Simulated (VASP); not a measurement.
# Mn3Si (Fm-3m) in VASP: runs at scaled volumes

Single points of Mn3Si at other volumes, in PBEsol.

All numbers are computed with VASP 6.6.1; they aren't measurements. Logs are shortened: lines on timing, memory, paths and dates and some standing lists are left out, and cuts for length are marked.

## 1. The undisturbed crystal

The structure is cubic, space group Fm-3m (No. 225). The conventional cell has a = 5.722 Å, b = 5.722 Å, c = 5.722 Å, α = 90.00°, β = 90.00°, γ = 90.00°. Mn (site symmetry -43m) has 4 Mn at 2.48 Å and 4 Si at 2.48 Å as nearest neighbours. Mn (site symmetry m-3m) is surrounded by 8 Mn at 2.48 Å. Around Si (site symmetry m-3m) lie 8 Mn at 2.48 Å.

## 2. Equation of state, PBEsol, collinear spin, ferromagnetic start, 11.01 Å³/atom (volume scaled by 0.94)

Input file INCAR:

```
SYSTEM = Mn3Si
PREC = Accurate
ENCUT = 520
EDIFF = 1E-7
ISMEAR = -1
SIGMA = 0.05
LREAL = .False.
LASPH = .True.
NELM = 100
ALGO = Normal
ISIF = 2
LWAVE = .False.
LCHARG = .False.
ISPIN = 2
MAGMOM = 4 4 4 0
LORBIT = 11
LMAXMIX = 4
GGA = PS
NBANDS = 34
```

Input file KPOINTS:

```
Automatic mesh
0
Gamma
  8 8 8
  0 0 0
```

Input file POSCAR:

```
Mn3Si
1.0
    0.0000000000      2.8025958570      2.8025958570
    2.8025958570      0.0000000000      2.8025958570
    2.8025958570      2.8025958570      0.0000000000
Mn Si
3 1
Direct
    0.7500000000      0.7500000000      0.7500000000
    0.2500000000      0.2500000000      0.2500000000
    0.5000000000      0.5000000000      0.5000000000
    0.0000000000      0.0000000000      0.0000000000
```

Potentials or basis: VASP PAW PBE potentials, release 64 (Mn_pv, Si).

Started as:

```console
$ cat potpaw_PBE.64/Mn_pv/POTCAR potpaw_PBE.64/Si/POTCAR > POTCAR
$ mpirun -np 1 vasp_std > vasp.out
```

OUTCAR:

```text
SYSTEM = Mn3Si
   PREC = Accurate
   ENCUT = 520
   EDIFF = 1E-7
   ISMEAR = -1
   LREAL = .False.
   LASPH = .True.
   NELM = 100
   ISIF = 2
   ISPIN = 2
   LORBIT = 11
   GGA = PS

 Found     29 irreducible k-points:

 Following reciprocal coordinates:
            Coordinates               Weight
  0.000000  0.000000  0.000000      1.000000
  0.125000  0.000000  0.000000      8.000000
  0.250000  0.000000  0.000000      8.000000
  0.375000  0.000000  0.000000      8.000000
  0.500000  0.000000  0.000000      4.000000
  0.125000  0.125000  0.000000      6.000000
   k-points           NKPTS =     29   k-points in BZ     NKDIM =     29   number of bands    NBANDS=     34
   number of dos      NEDOS =    301   number of ions     NIONS =      4
   total plane-waves  NPLWV =  27000
   dimension x,y,z NGX =    30 NGY =   30 NGZ =   30
   dimension x,y,z NGXF=    60 NGYF=   60 NGZF=   60
   ions per type =               3   1
   NGX,Y,Z   is equivalent  to a cutoff of  12.58, 12.58, 12.58 a.u.
   NGXF,Y,Z  is equivalent  to a cutoff of  25.17, 25.17, 25.17 a.u.
 SYSTEM =  Mn3Si
   PREC   = accura    normal or accurate (medium, high low for compatibility)
   ISTART =      0    job   : 0-new  1-cont  2-samecut
   ICHARG =      2    charge: 1-file 2-atom 10-const
   ISPIN  =      2    spin polarized calculation?
   LNONCOLLINEAR =      F non collinear calculations
   LSORBIT =      F    spin-orbit coupling
   LASPH  =      T    aspherical Exc in radial PAW
   ENCUT  =  520.0 eV  38.22 Ry    6.18 a.u.   7.37  7.37  7.37*2*pi/ulx,y,z
   NELM   =    100;   NELMIN=  2; NELMDL= -5     # of ELM steps
   EDIFF  = 0.1E-06   stopping-criterion for ELM
   LREAL  =      F    real-space projection
   EDIFFG = 0.1E-05   stopping-criterion for IOM
   NSW    =      0    number of steps for IOM
   IBRION =     -1    ionic relax: 0-MD 1-quasi-New 2-CG
   NFREE  =      0    steps in history (QN), initial steepest desc. (CG)
   ISIF   =      2    stress and relaxation
   ISYM   =      2    0-nonsym 1-usesym 2-fastsym
   POTIM  = 0.5000    time-step for ionic-motion
   TEBEG  =    0.0;   TEEND  =   0.0 temperature during run
   PSTRESS=    0.0 pullay stress
   NELECT =      43.0000    total number of electrons
   NUPDOWN=      -1.0000    fix difference up-down
   EMIN   =  10.00;   EMAX   =-10.00  energy-range for DOS
   EFERMI =   0.00;   METHOD = LEGACY
   ISMEAR =    -1;   SIGMA  =   0.05  broadening in eV -4-tet -1-fermi 0-gaus
   EFERMI_NEDOS =   21; number of points for ismear=-14 and -15
   IALGO  =     38    algorithm
   IMIX   =      4    mixing-type and parameters
     AMIX     =   0.40;   BMIX     =  1.00
     AMIX_MAG =   1.60;   BMIX_MAG =  1.00
  volume/ion in A,a.u.               =      11.01        74.28
  Fermi-wavevector in a.u.,A,eV,Ry     =   1.624279  3.069441 35.895990  2.638281
  Thomas-Fermi vector in A             =   2.717591
   LORBIT       =     11    0 simple, 1 ext, 2 COOP (PROOUT), +10 PAW based schemes
   GGA     = PS    functional components
   LHFCALC =     F    Hartree Fock is set to
   AEXX    =    0.0000 exact exchange contribution
   IVDW    =     0    specifies the selected vdW correction
   LEPSILON=     F    determine dielectric tensor
   LRPA    =     F    only Hartree local field effects (RPA)
 spin polarized calculation
  energy-cutoff  :      520.00
  volume of cell :       44.03
 maximum number of plane-waves:      1243
 NGX is ok and might be reduce to    30
   NGX = 15   NGY = 15   NGZ = 15

 number of electron      43.0000000 magnetization      12.0000000

 number of electron      42.9999956 magnetization       1.0386583

 Free energy of the ion-electron system (eV)
  ---------------------------------------------------
  ext. energy  EPLUGINS =         0.00000000
  ---------------------------------------------------
  free energy    TOTEN  =       -36.36148082 eV

  energy without entropy =      -36.33330002  energy(sigma->0) =      -36.34739042

 E-fermi :  10.9521     XC(G=0): -13.5913

 val. band max:       10.9513974648   @ k =  -0.2500   0.1250   0.0000
 cond. band min:      10.9523408283   @ k =   0.0000   0.0000   0.0000
 fundamental gap:      0.0009433635
 Fermi energy:        10.9521027979

 spin component 1

 k-point     1 :       0.0000    0.0000    0.0000
  band No.  band energies     occupation
      1     -38.1010      1.00000
      2     -38.1010      1.00000
      3     -38.1010      1.00000
      4     -36.3454      1.00000
      5     -36.3454      1.00000
      6     -36.3454      1.00000
[... 25 lines left out ...]
     32      17.2784      0.00000
     33      20.9608      0.00000
[... 149 lines left out ...]
      3     -38.0991      1.00000
      4     -36.3425      1.00000
      5     -36.3425      1.00000
      6     -36.3267      1.00000
[... 25 lines left out ...]
     32      17.4208      0.00000
     33      19.5718      0.00000

 [... further k-points ...]

 spin component 2

 k-point     1 :       0.0000    0.0000    0.0000
  band No.  band energies     occupation
      1     -37.0364      1.00000
      2     -37.0364      1.00000
      3     -37.0364      1.00000
      4     -36.9584      1.00000
      5     -36.9584      1.00000
      6     -36.9584      1.00000
[... 25 lines left out ...]
     32      17.7787      0.00000
     33      21.1317      0.00000
[... 149 lines left out ...]
      3     -37.0183      1.00000
      4     -36.9740      1.00000
      5     -36.9520      1.00000
      6     -36.9520      1.00000
[... 25 lines left out ...]
     32      17.6737      0.00000
     33      19.6081      0.00000

 [... further k-points ...]

 [bands above 33 left out]

------------------------ aborting loop because EDIFF is reached ----------------------------------------

  FORCE on cell =-STRESS in cart. coord.  units (eV):
  Direction    XX          YY          ZZ          XY          YZ          ZX
  --------------------------------------------------------------------------------------
  -------------------------------------------------------------------------------------
  Total       -1.2052603     -1.2052603     -1.2052603     -0.0000000      0.0000000     -0.0000000
  in kB      -43.8611483    -43.8611483    -43.8611483     -0.0000000      0.0000000     -0.0000000
  external PRESSURE =     -43.8611483 kB  Pullay stress =       0.0000000 kB

 VOLUME and BASIS-vectors are now :
 -----------------------------------------------------------------------------
  energy-cutoff  :      520.00
  volume of cell :       44.03
      direct lattice vectors                 reciprocal lattice vectors
     0.000000000  2.802595857  2.802595857    -0.178406030  0.178406030  0.178406030
     2.802595857  0.000000000  2.802595857     0.178406030 -0.178406030  0.178406030
     2.802595857  2.802595857  0.000000000     0.178406030  0.178406030 -0.178406030

 POSITION                                       TOTAL-FORCE (eV/Angst)
 -----------------------------------------------------------------------------------
      4.20389      4.20389      4.20389        -0.000000     -0.000000     -0.000000
      1.40130      1.40130      1.40130         0.000000      0.000000      0.000000
      2.80260      2.80260      2.80260        -0.000000     -0.000000     -0.000000
      0.00000      0.00000      0.00000        -0.000000     -0.000000     -0.000000
 -----------------------------------------------------------------------------------
    total drift:                                0.000000     -0.000000      0.000000

  FREE ENERGIE OF THE ION-ELECTRON SYSTEM (eV)
  ---------------------------------------------------
  free  energy   TOTEN  =       -36.3614808213 eV

  energy  without entropy=      -36.3333000200  energy(sigma->0) =      -36.34739042

 total charge

# of ion       s       p       d       tot
------------------------------------------
    1        0.357   6.392   5.279  12.029
    2        0.357   6.392   5.279  12.029
    3        0.397   6.391   5.127  11.915
    4        0.725   0.925   0.000   1.650
--------------------------------------------------
tot          1.836  20.100  15.686  37.623

 magnetization (x)

# of ion       s       p       d       tot
------------------------------------------
    1       -0.006  -0.015  -0.674  -0.695
    2       -0.006  -0.015  -0.674  -0.695
    3        0.022   0.025   2.315   2.361
    4        0.021   0.018   0.000   0.039
--------------------------------------------------
tot          0.030   0.013   0.968   1.011
```

stdout:

```text
POSCAR found type information on POSCAR MnSi
 POSCAR found :  2 types and       4 ions
 scaLAPACK will be used
 -----------------------------------------------------------------------------
|                                                                             |
|                                                                             |
|     You enforced a specific xc type in the INCAR file but a different       |
|     I HOPE YOU KNOW WHAT YOU ARE DOING!                                     |
|                                                                             |
 -----------------------------------------------------------------------------

 LDA part: xc-table for (Slater+PW92), standard interpolation
 POSCAR, INCAR and KPOINTS ok, starting setup
 FFT: planning ... GRIDC
 FFT: planning ... GRID_SOFT
 FFT: planning ... GRID
 WAVECAR not read
 entering main loop
```

Run time: 85 s. Hardware: 1 thread of Intel Xeon 6975P-C (Granite Rapids), shared host; peak memory 0.22 GiB.

Results:

| Quantity | Value |
| --- | --- |
| Free energy | -36.3615 eV |
| Pressure | -4.4 GPa |
| Band gap on the k mesh | none (metal or under the smearing width) |
| Net moment | 1.04 μB per cell |
| Site moments | Mn -0.69, +2.36; Si +0.04 μB |
| Valence electrons inside the program's atomic spheres | Mn 12.03, 11.91; Si 1.65 |

Caveat: the PAW data sets were made with another functional, which shifts forces and pressure a little.

## 3. Equation of state, PBEsol, collinear spin, ferromagnetic start, 11.24 Å³/atom (volume scaled by 0.96)

INCAR is that of step 2.

KPOINTS is that of step 2.

Input file POSCAR:

```
Mn3Si
1.0
    0.0000000000      2.8223330979      2.8223330979
    2.8223330979      0.0000000000      2.8223330979
    2.8223330979      2.8223330979      0.0000000000
Mn Si
3 1
Direct
    0.7500000000      0.7500000000      0.7500000000
    0.2500000000      0.2500000000      0.2500000000
    0.5000000000      0.5000000000      0.5000000000
    0.0000000000      0.0000000000      0.0000000000
```

Potentials or basis: VASP PAW PBE potentials, release 64 (Mn_pv, Si).

Started as:

```console
$ cat potpaw_PBE.64/Mn_pv/POTCAR potpaw_PBE.64/Si/POTCAR > POTCAR
$ mpirun -np 1 vasp_std > vasp.out
```

Run time: 2 min. Hardware: 1 thread of Intel Xeon 6975P-C (Granite Rapids), shared host; peak memory 0.23 GiB.

The run converged. Its results:

- Free energy: -36.3238 eV
- Pressure: -8.5 GPa
- Band gap on the k mesh: none (metal or under the smearing width)
- Net moment: 1.02 μB per cell
- Site moments: Mn -0.76, +2.47; Si +0.04 μB
- Valence electrons inside the program's atomic spheres: Mn 11.99, 11.88; Si 1.64

Caveat: the PAW data sets were made with another functional, which shifts forces and pressure a little.

## 4. Equation of state, PBEsol, collinear spin, ferromagnetic start, 11.47 Å³/atom (volume scaled by 0.98)

INCAR is that of step 3.

KPOINTS is that of step 3.

Input file POSCAR:

```
Mn3Si
1.0
    0.0000000000      2.8417980792      2.8417980792
    2.8417980792      0.0000000000      2.8417980792
    2.8417980792      2.8417980792      0.0000000000
Mn Si
3 1
Direct
    0.7500000000      0.7500000000      0.7500000000
    0.2500000000      0.2500000000      0.2500000000
    0.5000000000      0.5000000000      0.5000000000
    0.0000000000      0.0000000000      0.0000000000
```

Started as:

```console
$ cat potpaw_PBE.64/Mn_pv/POTCAR potpaw_PBE.64/Si/POTCAR > POTCAR
$ mpirun -np 1 vasp_std > vasp.out
```

Run time: 2.1 min. Hardware: 1 thread of Intel Xeon 6975P-C (Granite Rapids), shared host; peak memory 0.22 GiB.

It converged, with:

```
Free energy                                           : -36.2631 eV
Pressure                                              : -12.3 GPa
Band gap on the k mesh                                : none (metal or under the smearing width)
Net moment                                            : 1.02 μB per cell
Site moments                                          : Mn -0.81, +2.56; Si +0.04 μB
Valence electrons inside the program's atomic spheres : Mn 11.95, 11.84; Si 1.62
```

Caveat: the PAW data sets were made with another functional, which shifts forces and pressure a little.
